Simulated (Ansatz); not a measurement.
This script for Ansatz's Python interface starts 6 runs on N, space group P6_3/mmc. What input does the engine get in each?

`walk.py`
```python
"""Move one atom of N step by step, each SCF seeded by the last."""

import ansatz
from ase import Atoms
import numpy as np

atoms = Atoms(
    ["N", "N", "N", "N"],
    scaled_positions=[
        (1 / 3, 2 / 3, 0.3289),
        (1 / 3, 2 / 3, 0.1711),
        (2 / 3, 1 / 3, 0.8289),
        (2 / 3, 1 / 3, 0.6711),
    ],
    cell=[
        (4.1672, 0.0, 0.0),
        (-2.0836, 3.6089, 0.0),
        (0.0, 0.0, 7.006),
    ],
    pbc=True,
)
xtal = ansatz.Crystal.from_ase(atoms)

start = np.array(xtal.resolved().sites[0].position)
previous, rows = None, []
for step in range(6):
    target = start + step * 0.015 * np.eye(3)[2]
    calc = (
        xtal.move(0, to=target).calculation()
        .kpoints(4, 4, 2)
        .occupations("fixed")
        .functional("pbe")
        .forces()
    )
    session = calc.session()
    if previous is not None:
        session.seed_next_step(previous)
    previous = session.plan(retain="wavefunctions").execute()
    report = previous.report
    rows.append((step, report["lagrangian_ev"], float(np.linalg.norm(report["forces_ev_ang"][0])), report["n_iterations"], report["n_symmetry_ops"]))
rows = [(row[0], 1000 * (row[1] - rows[0][1]), *row[2:]) for row in rows]
for row in rows:
    print("; ".join(f"{name} = {round(v, 4) if isinstance(v, float) else v}" for name, v in zip(["step", "dE meV", "force on it eV/A", "iterations", "operations"], row)))
```

Run 1:
```yaml
crystal:
  lattice:
    - [4.1672, 0.0, 0.0]
    - [-2.0836, 3.6089, 0.0]
    - [0.0, 0.0, 7.006]
  atoms:
    - { symbol: "N", position: [0.3333333333333333, 0.6666666666666666, 0.3289000000000001] }
    - { symbol: "N", position: [0.3333333333333333, 0.6666666666666666, 0.1711] }
    - { symbol: "N", position: [0.6666666666666666, 0.3333333333333333, 0.8289] }
    - { symbol: "N", position: [0.6666666666666666, 0.3333333333333333, 0.6711] }
kpoints:
  mp_grid:
    grid: [4, 4, 2]
hamiltonian:
  xc: pbe
scf:
  occupations:
    method: fixed
output:
  forces: true
```

Run 2, against run 1:
```diff
-    - { symbol: "N", position: [0.3333333333333333, 0.6666666666666666, 0.3289000000000001] }
+    - { symbol: "N", position: [0.3333333333333333, 0.6666666666666666, 0.3439000000000001] }
```

Run 3, against run 1:
```diff
-    - { symbol: "N", position: [0.3333333333333333, 0.6666666666666666, 0.3289000000000001] }
+    - { symbol: "N", position: [0.3333333333333333, 0.6666666666666666, 0.3589000000000001] }
```

Run 4, against run 1:
```diff
-    - { symbol: "N", position: [0.3333333333333333, 0.6666666666666666, 0.3289000000000001] }
+    - { symbol: "N", position: [0.3333333333333333, 0.6666666666666666, 0.37390000000000007] }
```

Run 5, against run 1:
```diff
-    - { symbol: "N", position: [0.3333333333333333, 0.6666666666666666, 0.3289000000000001] }
+    - { symbol: "N", position: [0.3333333333333333, 0.6666666666666666, 0.3889000000000001] }
```

Run 6, against run 1:
```diff
-    - { symbol: "N", position: [0.3333333333333333, 0.6666666666666666, 0.3289000000000001] }
+    - { symbol: "N", position: [0.3333333333333333, 0.6666666666666666, 0.4039000000000001] }
```

```console
$ python walk.py
DeckWarning: basis.ecutwfc = 420 eV, auto-derived from the records' recommended cutoffs: set by N (normal level)
step = 0; dE meV = 0.0; force on it eV/A = 0.4801; iterations = 6; operations = 24
step = 1; dE meV = 645.9335; force on it eV/A = 10.4916; iterations = 9; operations = 6
step = 2; dE meV = 1999.3851; force on it eV/A = 14.5545; iterations = 9; operations = 6
step = 3; dE meV = 3595.8781; force on it eV/A = 15.4673; iterations = 9; operations = 6
step = 4; dE meV = 5198.0124; force on it eV/A = 14.8628; iterations = 10; operations = 6
step = 5; dE meV = 6698.3341; force on it eV/A = 13.6323; iterations = 10; operations = 6
```
(Warnings from the package without file and line.)

Caveats:
- Energy and stress may still move on a finer k-point mesh.
- No spin polarisation was allowed.
- This isn't the structure that N takes at ambient conditions.
- The first step keeps the crystal's symmetry; the moved atom lowers it.
- The whole script took 11 s on 1 thread of Intel(R) Xeon(R) Platinum 8259CL CPU @ 2.50GHz (Skylake/Cascade Lake), on a shared host, peak memory 0.39 GiB.

(Lines on the test bed's own set-up are left out of the output.)
